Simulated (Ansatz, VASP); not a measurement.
**Two plane-wave programs on AlN**

```
Al N
1.0
     3.13025    0.00000    0.00000
    -1.56512    2.71087    0.00000
     0.00000    0.00000    5.01796
Al N
2 2
Direct
  0.33333 0.66667 0.99923
  0.66667 0.33333 0.49923
  0.33333 0.66667 0.38077
  0.66667 0.33333 0.88077
```

Alike in both runs: functional PBE; k mesh 9 × 9 × 6; no spin polarisation.

Ansatz relaxed the structure, and its values are those at the end. VASP's run is a single point on that final structure, the one shown.

|  | VASP | Ansatz |
| --- | --- | --- |
| version | VASP 6.6.1 | Ansatz 0.2.0 |
| potentials or method | VASP PAW PBE potentials, release 64 (Al, N) | scalar-relativistic, plane waves, PAW |
| plane-wave cutoff (eV) | 520 | 420 |
| occupations | gaussian, width 0.01 eV | fixed |
| valence electrons in the cell | 16 | 16 |

Ansatz gave:

| Item | Value |
| --- | --- |
| gap on the k mesh at the Fermi level (eV) | 4.03 |
| least direct gap on the mesh (eV) | 4.03 |
| pressure (GPa) | 0.0 |

Task: Estimate VASP's values.

Result: gap on the k mesh at the Fermi level (eV): 4.04; least direct gap on the mesh (eV): 4.04; pressure (GPa): -0.3.
